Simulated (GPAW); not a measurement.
TePb: hybrid scf with r2SCAN-EpsX

TePb:

```
Pb Te
1.0
     0.00000    3.14243    3.14243
     3.14243    0.00000    3.14243
     3.14243    3.14243    0.00000
Pb Te
1 1
Direct
  0.00000 0.00000 0.00000
  0.50000 0.50000 0.50000
```

The cell isn't the ideal one: volume scaled by 0.92.

| Quantity | Value |
| --- | --- |
| Program | GPAW 26.7.0 |
| Task | hybrid scf |
| Functional | r2SCAN-EpsX |
| Potentials or basis | GPAW PAW data sets (gpaw-data 1.2.1) |
| Cutoff | 400 eV |
| Basis | pw |
| k mesh | 4 × 4 × 4 |
| Occupations | fermi-dirac, width 0.001 eV |
| Spin | no spin polarisation |
| Maxiter | 40 |
| Eps inf used | 33.321 |
| Eps inf from | RPA with local fields on PBE states, same cell |
| Exx fraction | 0.03 |

```
Band gap on the k mesh : 0.86 eV, direct
```

Levels at points of the mesh, in eV from the valence-band top:
```tsv
k point	band 8	band 9	band 10	band 11	band 12	band 13
(0.00, 0.00, 0.00)	-1.99	-1.99	-1.99	4.47	4.47	4.47
(0.50, 0.50, 0.00)	-5.59	-3.66	-3.66	3.23	6.20	6.20
(0.50, 0.50, 0.50)	-1.43	-1.43	0.00	0.86	1.16	1.16
```

It took 84 min on 1 thread of Arm Neoverse N1, on a shared host, peak memory 0.48 GiB.

Caveat: the k mesh is coarse (spacing up to 0.43 Å⁻¹), so the values aren't converged, least of all with exact exchange; exact exchange converges slowly with the k mesh, and this mesh is small; the scaled meta-GGA exchange is a class typed in the script; spin-orbit coupling is left out, which as a rule narrows the gap of such compounds by several tenths of an eV. A k mesh can miss the band edges.
